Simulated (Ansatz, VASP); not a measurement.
# One calculation of Al, two programs

Contents of INCAR:

```
SYSTEM = Al
ALGO     = Normal         ! electronic algorithm
EDIFF    = 1E-6           ! SCF threshold, eV
EDIFFG   = -0.01          ! ionic threshold
ENCUT    = 600            ! plane-wave cutoff, eV
GGA      = PE             ! functional
IBRION   = 2              ! ionic algorithm
ISIF     = 3              ! what is computed and relaxed
ISMEAR   = 0              ! smearing method
LASPH    = .True.         ! aspherical terms in the spheres
LCHARG   = .False.        ! write CHGCAR
LREAL    = .False.        ! projectors in reciprocal space
LWAVE    = .False.        ! write WAVECAR
NELM     = 80             ! most SCF steps
NSW      = 100            ! ionic steps
PREC     = Accurate       ! precision mode
SIGMA    = 0.1            ! smearing width, eV
```

KPOINTS

```
k-points
0
Gamma
  8 8 8
  0 0 0
```

File POSCAR:

```
Al
1.0
    5.1115256021      0.0000000000      0.0000000000
    0.0000000000      5.1115256021      0.0000000000
    0.0000000000      0.0000000000      5.1115256021
Al
8
Direct
    0.5000000000      0.5000000000      0.5000000000
    0.0000000000      0.0000000000      0.0000000000
    0.2500000000      0.0000000000      0.5000000000
    0.5000000000      0.2500000000      0.0000000000
    0.5000000000      0.7500000000      0.0000000000
    0.7500000000      0.0000000000      0.5000000000
    0.0000000000      0.5000000000      0.7500000000
    0.0000000000      0.5000000000      0.2500000000
```

Input for Ansatz:

```yaml
crystal:
  lattice:
    - [5.1115256021, 0.0, 0.0]
    - [0.0, 5.1115256021, 0.0]
    - [0.0, 0.0, 5.1115256021]
  atoms:
    - { symbol: Al, position: [0.5, 0.5, 0.5] }
    - { symbol: Al, position: [0.0, 0.0, 0.0] }
    - { symbol: Al, position: [0.25, 0.0, 0.5] }
    - { symbol: Al, position: [0.5, 0.25, 0.0] }
    - { symbol: Al, position: [0.5, 0.75, 0.0] }
    - { symbol: Al, position: [0.75, 0.0, 0.5] }
    - { symbol: Al, position: [0.0, 0.5, 0.75] }
    - { symbol: Al, position: [0.0, 0.5, 0.25] }
basis:
  ecutwfc: 420
kpoints:
  mp_grid: { grid: [8, 8, 8] }
hamiltonian:
  xc: pbe
scf:
  occupations: { method: gaussian, width: 0.1 }
output:
  forces: true
  stress: true
  eigenvalues: true
relax:
  adjacent_minimum: "off"
  f_tol: 0.01
  max_steps: 80
  cell: { stress_tol: 0.05 }
```

Alike in both runs: task relaxation of cell and atoms; functional PBE; k mesh 8 × 8 × 8; occupations gaussian, width 0.1 eV; no spin polarisation.

|  | VASP | Ansatz |
| --- | --- | --- |
| version | VASP 6.6.1 | Ansatz 0.2.0 |
| potentials or method | VASP PAW PBE potentials, release 64 (Al) | scalar-relativistic, plane waves, PAW |
| plane-wave cutoff (eV) | 600 | 420 |
| valence electrons in the cell | 24 | 24 |

|  | VASP | Ansatz | Ansatz less VASP |
| --- | --- | --- | --- |
| gap on the k mesh at the Fermi level, each at its own relaxed structure (eV) | none | none | - |
| relaxed volume (Å³/atom) | 16.91 | 16.91 | +0.006 |
| relaxed cell length with the largest relative difference (Å) | 5.133 | 5.134 | +0.0006 |

A gap of «none» marks a metal or a gap that the smearing closes.
